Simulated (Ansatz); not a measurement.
Here is an Ansatz 0.2.0 calculation.

Contents of input.yaml:

```yaml
crystal:
  lattice:
    - [3.122402, 0.0, 0.0]
    - [0.0, 4.347518, 0.0]
    - [-0.038915, 0.0, 4.405852]
  atoms:
    - { symbol: Sb, position: [0.011389, 0.25, 0.241166] }
    - { symbol: Sb, position: [0.988611, 0.75, 0.758834] }
hamiltonian:
  xc: pbesol
  pseudopotentials: { kind: paw }
kpoints:
  mp_grid: { grid: [8, 6, 6] }
scf:
  occupations: { method: fermi_dirac, width: 0.05 }
  n_extra_bands: 6
output:
  forces: true
  stress: true
  eigenvalues: true
  dos: { projected: false, de: 0.05, nscf_kmesh: { grid: [12, 9, 9] } }
```

Potentials or basis: Ansatz PAW.

Launch:

```sh
$ ansatz run input.yaml --threads 2 --pin off --max-ram 5632MiB --backend cpu --events-out ev --progress --plain --runs-dir out
```

Q: Estimate the largest force.

A: 0.030 eV/Å.

Q: What does it give for the density of states at the Fermi level?

A: 1.33 states/eV per cell.

States per cell in windows of 1 eV (zero at the Fermi level; states under -8 eV left out):
```csv
from (eV),total
-8.0,0.53
-7.0,0.19
-6.0,0.23
-5.0,0.78
-4.0,1.40
-3.0,1.44
-2.0,1.31
-1.0,0.98
0.0,1.00
1.0,1.03
2.0,1.29
3.0,1.62
4.0,1.53
5.0,1.32
6.0,1.04
7.0,0.93
```

Caveat: the PAW data sets come from PBE, with cores solved anew for the run's functional, which leaves a small shift of forces and pressure. The run has no spin-orbit coupling, so splittings on Sb are missing.
